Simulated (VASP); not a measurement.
Wanted: the native input for a VASP 6.6.1 run.

- Task: band structure
- Functional: revPBE
- Potentials or basis: VASP PAW PBE potentials, release 64 (Zn, S)
- Cutoff: 520 eV
- k mesh: 8 × 8 × 5
- Occupations: fermi-dirac, width 0.05 eV
- Spin: no spin polarisation
- Further INCAR settings: ALGO = Normal; EDIFF = 1e-07

ZnS (Wurtzite-2H):

```
CELL_PARAMETERS angstrom
3.81100 0.00000 0.00000
-1.90550 3.30042 0.00000
0.00000 0.00000 6.23400
ATOMIC_POSITIONS crystal
Zn 0.66667 0.33333 0.50000
Zn 0.33333 0.66667 0.00000
S 0.66667 0.33333 0.88500
S 0.33333 0.66667 0.38500
```

These files were run (other wordings do the same):

POSCAR

```
ZnS
1.0
    3.8110000000      0.0000000000      0.0000000000
   -1.9055000000      3.3004228138      0.0000000000
    0.0000000000      0.0000000000      6.2340000000
Zn S
2 2
Direct
    0.6666666667      0.3333333333      0.5000000000
    0.3333333333      0.6666666667      0.0000000000
    0.6666666667      0.3333333333      0.8850000000
    0.3333333333      0.6666666667      0.3850000000
```

INCAR.step1

```
PREC = Accurate
ENCUT = 520
EDIFF = 1E-7
ISMEAR = -1
SIGMA = 0.05
LREAL = F
LASPH = T
NELM = 60
ALGO = Normal
ISIF = 2
LWAVE = F
LCHARG = T
GGA = RE
```

KPOINTS.step1

```
Automatic mesh
0
Gamma
  8 8 5
```

INCAR.step2

```
PREC = Accurate
ENCUT = 520
EDIFF = 1E-7
ISMEAR = 0
SIGMA = 0.05
LREAL = F
LASPH = T
NELM = 60
ALGO = Normal
ISIF = 2
LWAVE = F
LCHARG = F
GGA = RE
ICHARG = 11
```

KPOINTS.step2

```
path GMKGALHA,LM,KH
15
line-mode
reciprocal
 0.0000000000  0.0000000000  0.0000000000  G
 0.5000000000  0.0000000000  0.0000000000  M

 0.5000000000  0.0000000000  0.0000000000  M
 0.3333333333  0.3333333333  0.0000000000  K

 0.3333333333  0.3333333333  0.0000000000  K
 0.0000000000  0.0000000000  0.0000000000  G

 0.0000000000  0.0000000000  0.0000000000  G
 0.0000000000  0.0000000000  0.5000000000  A

 0.0000000000  0.0000000000  0.5000000000  A
 0.5000000000  0.0000000000  0.5000000000  L

 0.5000000000  0.0000000000  0.5000000000  L
 0.3333333333  0.3333333333  0.5000000000  H

 0.3333333333  0.3333333333  0.5000000000  H
 0.0000000000  0.0000000000  0.5000000000  A

 0.5000000000  0.0000000000  0.5000000000  L
 0.5000000000  0.0000000000  0.0000000000  M

 0.3333333333  0.3333333333  0.0000000000  K
 0.3333333333  0.3333333333  0.5000000000  H
```

Potentials or basis: VASP PAW PBE potentials, release 64 (Zn, S).

The run is started by

```sh
$ cat potpaw_PBE.64/Zn/POTCAR potpaw_PBE.64/S/POTCAR > POTCAR
$ cp INCAR.step1 INCAR
$ cp KPOINTS.step1 KPOINTS
$ mpirun -np 1 vasp_std > vasp.out
$ cp INCAR.step2 INCAR
$ cp KPOINTS.step2 KPOINTS
$ mpirun -np 1 vasp_std > vasp.out
```

It gave:

* Band gap on the k mesh: 2.38 eV, direct
* Band gap along the path: 2.38 eV, direct

Caveat: the log is that of the step along the path at fixed density, whose energy, stress, charges and moments have no meaning.

Run time: 4.4 min on 1 thread of AMD EPYC 7R43 64-Core Processor (Zen 3), with other jobs on the host, peak memory 0.28 GiB.
